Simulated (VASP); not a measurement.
Input of a VASP 6.6.1 run:

File POSCAR:

```
Ge                                      
1.0
   -0.0000000000      2.8376024273      2.8376024273
    2.8376024273     -0.0000000000      2.8376024273
    2.8376024273      2.8376024273      0.0000000000
  Ge            
     2
Direct
     0.0000000000000000    0.0000000000000000    0.0000000000000000
     0.2500000000000000    0.2500000000000000    0.2500000000000000
```

The input INCAR.step1:

```
SYSTEM = Ge
PREC     = Accurate       ! precision mode
ENCUT    = 520            ! plane-wave cutoff, eV
EDIFF    = 1E-5           ! SCF threshold, eV
ISMEAR   = 0              ! smearing method
SIGMA    = 0.03           ! smearing width, eV
LREAL    = .False.        ! projectors in reciprocal space
LASPH    = .True.         ! aspherical terms in the spheres
NELM     = 80             ! most SCF steps
ALGO     = Normal         ! electronic algorithm
LWAVE    = .True.         ! write WAVECAR
LCHARG   = .False.        ! write CHGCAR
KPAR     = 4            
GGA      = PE             ! functional
```

Contents of INCAR.step2:

```
SYSTEM = Ge
PREC     = Accurate       ! precision mode
ENCUT    = 520            ! plane-wave cutoff, eV
EDIFF    = 1E-6           ! SCF threshold, eV
ISMEAR   = 0              ! smearing method
SIGMA    = 0.03           ! smearing width, eV
LREAL    = .False.        ! projectors in reciprocal space
LASPH    = .True.         ! aspherical terms in the spheres
NELM     = 80             ! most SCF steps
ALGO     = Normal         ! electronic algorithm
ISIF     = 3              ! what is computed and relaxed
LWAVE    = .False.        ! write WAVECAR
LCHARG   = .False.        ! write CHGCAR
GGA      = PE             ! functional
LHFCALC  = .True.         ! exact exchange
HFSCREEN = 0.2            ! screening, 1/A
PRECFOCK = Fast         
IBRION   = 2              ! ionic algorithm
NSW      = 25             ! ionic steps
EDIFFG   = -0.01          ! ionic threshold
KPAR     = 4            
ISTART   = 1
```

File KPOINTS:

```
Automatic mesh
0
Gamma
  6 6 6
  0 0 0
```

Potentials or basis: VASP PAW PBE potentials, release 64 (Ge_d).

The run is started by

```console
$ cat potpaw_PBE.64/Ge_d/POTCAR > POTCAR
$ cp INCAR.step1 INCAR
$ mpirun -np 4 vasp_std > vasp.out
$ cp INCAR.step2 INCAR
$ mpirun -np 4 vasp_std > vasp.out
```

Problem. Estimate the space group after relaxing (to 0.05 Å).

Solution. Fd-3m (No. 227).

Problem. What does it give for the relaxed cell?

Solution. a = 4.017 Å, b = 4.017 Å, c = 4.017 Å, α = 60.00°, β = 60.00°, γ = 60.00°.

Problem. Predict the band gap on the k mesh.

Solution. 0.77 eV, direct.

Problem. Predict the relaxed volume.

Solution. 22.92 Å³/atom.

Final structure:
```
Ge
1.0
     0.00000    2.84047    2.84047
     2.84047    0.00000    2.84047
     2.84047    2.84047    0.00000
Ge
2
Direct
  0.00000 0.00000 0.00000
  0.25000 0.25000 0.25000
```

Caveat: the PAW data sets were made with another functional, which shifts forces and pressure a little. Zero-point motion and thermal expansion aren't in these numbers.
